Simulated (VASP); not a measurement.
VASP ran on this input.

### INCAR
```
NSW = 60   ! most ionic steps
SIGMA = 0.05   ! width (eV)
LREAL = .False.
LMAXMIX = 4   ! l cut-off of mixed one-centre charges
LWAVE = .False.
PREC = Accurate
IBRION = 2
ISIF = 3
ISMEAR = 0   ! Gaussian
LASPH = .True.   ! aspherical one-centre terms
SYSTEM = GeO2
ALGO = Normal   ! blocked Davidson
GGA = PE
LCHARG = .False.
EDIFFG = -0.02   ! ionic stop
NELM = 100
EDIFF = 1E-6   ! SCF stop (eV)
ENCUT = 520   ! plane-wave cut-off (eV)
```

### KPOINTS
```
Automatic mesh
0
Gamma
5 5 4
0 0 0
```

### POSCAR
```
GeO2
1.0
  2.5280379774  -4.3786905980   0.0000000000
  2.5280379774   4.3786905980   0.0000000000
  0.0000000000   0.0000000000   5.7349121357
Ge O
3 6
Cartesian
  3.6694013389  -2.4017910955   1.9116354669
  2.7733492318   0.0000000000   0.0000000000
  3.6694013389   2.4017910955   3.8232766688
  1.7636274998   0.4053988442   1.4001386581
  3.8231765375   1.3246469272   5.2234153269
  1.9973098950  -2.6486448266   2.4231322757
  3.8231765375  -1.3246469272   0.5114968088
  1.7636274998  -0.4053988442   4.3347734776
  1.9973098950   2.6486448266   3.3117798600
```

POTCAR, in this order: Ge_d O (PBE.64 set). Program: vasp_std.

Write an equivalent input for Quantum ESPRESSO's pw.x.

One equivalent input (not run):
```
&CONTROL
  calculation = 'vc-relax'
  pseudo_dir = './pseudo'
  outdir = './out'
  tprnfor = .true.
  tstress = .true.
  nstep = 60
  forc_conv_thr = 0.00078
/
&SYSTEM
  ibrav = 0
  nat = 9
  ntyp = 2
  ecutwfc = 84
  occupations = 'smearing'
  smearing = 'gaussian'
  degauss = 0.003675
  input_dft = 'pbe'
/
&ELECTRONS
  conv_thr = 7.3e-08
  electron_maxstep = 100
/
&IONS
/
&CELL
/
ATOMIC_SPECIES
  Ge 72.630 Ge.upf
  O 15.999 O.upf
CELL_PARAMETERS angstrom
     2.5280380   -4.3786906    0.0000000
     2.5280380    4.3786906   -0.0000000
     0.0000000    0.0000000    5.7349121
ATOMIC_POSITIONS crystal
  Ge   1.0000000  0.4514819  0.3333330
  Ge   0.5485181  0.5485181  0.0000000
  Ge   0.4514819  1.0000000  0.6666670
  O    0.3025212  0.3951057  0.2441430
  O    0.6048943  0.9074155  0.9108100
  O    0.6974788  0.0925845  0.4225230
  O    0.9074155  0.6048943  0.0891900
  O    0.3951057  0.3025212  0.7558570
  O    0.0925845  0.6974788  0.5774770
K_POINTS automatic
  5 5 4 0 0 0
```
Limits of the translation: the potentials are each code's own (VASP's PAW set, PseudoDojo norm-conserving files in pw.x), so ENCUT and ecutwfc are chosen apart and not converted; conv_thr bounds pw.x's estimated SCF error, while EDIFF bounds the energy change between steps; forc_conv_thr acts on force components and is met together with etot_conv_thr.

The compound is GeO2 in the quartz structure, a metastable form; rutile is stable. This run relaxes it. Symmetry was kept, so distortions that lower it aren't found. The start is the result of an earlier pass.
